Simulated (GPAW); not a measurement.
Runs of GPAW 26.7.0 on MnO. It takes space group Fm-3m (No. 225, cubic). Conventional cell: a = 4.448 Å, b = 4.448 Å, c = 4.448 Å, α = 90.00°, β = 90.00°, γ = 90.00°. Mn (site symmetry m-3m) is surrounded by 6 O at 2.22 Å. O (site symmetry m-3m) is surrounded by 6 Mn at 2.22 Å. The cell is a database's computed one.

```tsv
task	level	potentials or basis	cell	k mesh	cutoff (eV)	optimizer	fmax	max steps	convergence	lines	gap on the mesh (eV)	pressure (GPa)	moment (μB)	relaxed volume (Å³/atom)
relaxation of cell and atoms	PBEsol	PAW data sets generated in the run's folder for this functional, pw	relaxed	9 × 9 × 9	800	BFGS	0.02 eV/Å	60	density=1e-05 forces=0.0001	-	none	-0.1	(b)	(c)
relaxation of cell and atoms	PBEsol+D3	PAW data sets generated in the run's folder for this functional, pw	relaxed	9 × 9 × 9	800	BFGS	0.02 eV/Å	60	density=1e-05 forces=0.0001	-	none	0.1	4.56	10.31
magnons	LDA	the program's PAW data sets (release 1.2.1) made for this functional, pw	Fm-3m, 11.66 Å³/atom	8 × 8 × 8	550	-	-	-	-	2	none	-	4.73	-
relaxation of cell and atoms	PBEsol+D4	PAW data sets generated in the run's folder for this functional, pw	relaxed	9 × 9 × 9	800	BFGS	0.02 eV/Å	60	density=1e-05 forces=0.0001	-	none	-0.1	4.59	(a)
relaxation of cell and atoms	PBEsol+D3(BJ)+ATM	PAW data sets generated in the run's folder for this functional, pw	relaxed	9 × 9 × 9	800	BFGS	0.02 eV/Å	60	density=1e-05 forces=0.0001	-	none	0.2	4.56	10.29
relaxation of cell and atoms	PBEsol+D3(BJ)	PAW data sets generated in the run's folder for this functional, pw	relaxed	9 × 9 × 9	800	BFGS	0.02 eV/Å	60	density=1e-05 forces=0.0001	-	none	-0.2	4.55	10.28
single point	PBEsol	PAW data sets generated in the run's folder for this functional, pw	Fm-3m, 11.0 Å³/atom	10 × 10 × 10	800	-	-	-	-	-	none	-5.9	4.72	-
```

Alike in all rows: spin collinear, ferromagnetic start; smearing fermi-dirac 0.05 eV.

Question: Fill in the values left out.

Answer: (a) 10.44; (b) 4.60; (c) 10.47.

Caveats: a cell with one magnetic atom can't hold antiferromagnetic order, which such compounds often take; semilocal functionals often make such compounds metallic where correlation or magnetic order opens a gap, which also shifts bond lengths; each step starts from the last one's moments, so a moment once lost doesn't come back (some runs); later steps reuse the first step's grids (some runs); pairwise dispersion overbinds metals, which lowers pressure and volume (some runs); the number of bands moves the energies at small q by some ten meV (some runs); the exchange constants hang on this mesh and on the site radius (some runs).

A gap of «none» marks a metal or a gap under the smearing width.
